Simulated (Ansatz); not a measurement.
## CdO (Monteponite) under changes of volume

One of the cells (12.970 Å³/atom); the others are scaled copies at fixed shape and fractional positions:

```
Cd O
1.0
     0.00000    2.34950    2.34950
     2.34950    0.00000    2.34950
     2.34950    2.34950    0.00000
Cd O
1 1
Direct
  0.00000 0.00000 0.00000
  0.50000 0.50000 0.50000
```

```yaml
Program: Ansatz 0.2.0
Functional: wPBEh
Potentials_or_basis: Ansatz PAW
Cutoff: "420 eV (not typed: the program's choice for these potentials)"
k_mesh: 5 × 5 × 5
Occupations: fermi-dirac, width 0.05 eV
Spin: no spin polarisation
```

| volume (Å³/atom) | energy over the lowest point (meV/atom) | pressure (GPa) | gap on the mesh (eV) |
| --- | --- | --- | --- |
| 12.191 | 30.63 | 12.0 | 1.21 |
| 12.451 | 14.19 | 8.0 | 1.14 |
| 12.710 | 4.48 | 4.4 | 1.08 |
| 12.970 | 0.00 | 1.2 | 1.01 |
| 13.229 | ? | ? | ? |
| 13.488 | 5.35 | -4.3 | 0.89 |
| 13.748 | 14.43 | -6.6 | 0.83 |

What does the run at 13.229 Å³/atom give?

Energy over the lowest point 0.48 meV/atom; pressure -1.7 GPa; gap on the mesh 0.95 eV.

Worked out: A Birch-Murnaghan fit of order 3 (a polynomial in V^(-2/3)) to the other rows has its minimum at 13.07 Å³/atom with B0 = V·E''(V) = 148 GPa and B' = 4.7. It gives 0.49 meV/atom at 13.229 Å³/atom, against the run's 0.48, and -dE/dV = -1.7 GPa, against -1.7. A straight line through the other rows of the gap, of slope -3.16 eV per unit of ln V, gives 0.95 eV, against the run's 0.95.

Energies are extrapolated to zero smearing.

Caveats: all runs use coarse meshes; odd divisions of the mesh miss points on the zone boundary, where band edges often lie, so the gap on the mesh can be too wide; the PAW data sets come from PBE, with cores solved anew for the run's functional, which leaves a small shift of forces and pressure; the thresholds are loose for stress.

A mesh can miss the band edges. Spin-orbit coupling on Cd is left out.
